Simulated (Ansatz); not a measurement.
This script for Ansatz's Python interface starts 4 runs on BaTiO3, space group P4/mmm. What input does the engine get in each?

`run_plus_u.py`
```python
'''DFT+U scan for BaTiO3.'''

import warnings

import ansatz as az
import numpy as np


def count_gap(report):
    # lowest empty less highest filled band, counting bands; zero where they overlap
    return max(report.get('gap_by_band_count_ev') or 0.0, 0.0)


def main() -> None:
    warnings.simplefilter('ignore', az.DeckWarning)

    lattice = az.Lattice.of(
        (4.11247, 0.0, 0.0),
        (0.0, 4.11247, 0.0),
        (0.0, 0.0, 5.03561),
    )
    sites = [
        ('Ba', (0.0, 0.0, 0.0)),
        ('Ti', (0.5, 0.5, 0.5)),
        ('O', (0.0, 0.5, 0.5)),
        ('O', (0.5, 0.0, 0.5)),
        ('O', (0.0, 0.0, 0.5)),
    ]
    batio3 = az.Crystal(lattice=lattice)
    for symbol, position in sites:
        batio3 = batio3.atom(symbol, position)

    job = batio3.calculation()
    job = job.functional('pbesol')
    job = job.basis(41 * az.Ry).kpoints(6, 6, 4)
    job = job.occupations('Fermi-Dirac', width=0.05)
    job = job.band_table()
    rows = []
    for u in [0.0, 2.0, 4.0, 6.0]:
        summary = job.hubbard('Ti', 'd', u_eff=u).run().report
        shell = summary['hubbard']['n_scf']
        rows.append((u, count_gap(summary), sum(shell) / len(shell), summary['n_iterations']))
    print('      U_eff eV  gap by band count eV  Ti d occupation (projector)      iterations')
    for row in rows:
        print(f'{str(row[0]):>14s}  {row[1]:20.3f}  {row[2]:27.4f}  {row[3]:14d}')


if __name__ == '__main__':
    main()
```

Run 1:
```yaml
crystal:
  lattice:
    - [4.11247, 0.0, 0.0]
    - [0.0, 4.11247, 0.0]
    - [0.0, 0.0, 5.03561]
  atoms:
    - { symbol: Ba, position: [0.0, 0.0, 0.0] }
    - { symbol: Ti, position: [0.5, 0.5, 0.5] }
    - { symbol: O, position: [0.0, 0.5, 0.5] }
    - { symbol: O, position: [0.5, 0.0, 0.5] }
    - { symbol: O, position: [0.0, 0.0, 0.5] }
basis:
  ecutwfc: 557.833418042754
kpoints:
  mp_grid:
    grid: [6, 6, 4]
hamiltonian:
  xc: pbesol
  hubbard:
    - { species: Ti, l: d, u_eff: 0.0 }
scf:
  occupations:
    method: fermi_dirac
    width: 0.05
output:
  eigenvalues: true
```

Run 2, against run 1:
```diff
-    - { species: Ti, l: d, u_eff: 0.0 }
+    - { species: Ti, l: d, u_eff: 2.0 }
```

Run 3, against run 1:
```diff
-    - { species: Ti, l: d, u_eff: 0.0 }
+    - { species: Ti, l: d, u_eff: 4.0 }
```

Run 4, against run 1:
```diff
-    - { species: Ti, l: d, u_eff: 0.0 }
+    - { species: Ti, l: d, u_eff: 6.0 }
```

```console
$ python run_plus_u.py
      U_eff eV  gap by band count eV  Ti d occupation (projector)      iterations
           0.0                 0.000                       2.5061              14
           2.0                 0.000                       2.4151              13
           4.0                 0.000                       2.3821              13
           6.0                 0.000                       2.3480              12
```

Spin is left out of this run. For a metal this k-point mesh is coarse: on a finer one energies can move by several to tens of meV an atom and pressures by half a GPa or more, differences at one mesh by less. A gap by band count of zero or less means overlapping bands, a metal. A Hubbard U without spin forces both spins into the same orbitals, which can open a gap or pick a state that a spin-polarised run wouldn't. This cell is a computed structure, which may not be the phase found in nature. Levels are Kohn-Sham eigenvalues on this mesh, without spin-orbit coupling. Shell occupations and the effect of U depend on the projectors; a run with no .spin step is spin-unpolarised, and each U may end in a state that isn't the lowest. The script silences the warnings on its input, which a real study should read. Finished in 25 s on 1 thread of Intel(R) Xeon(R) Processor @ 2.30GHz (shared host), peak memory 0.63 GiB.
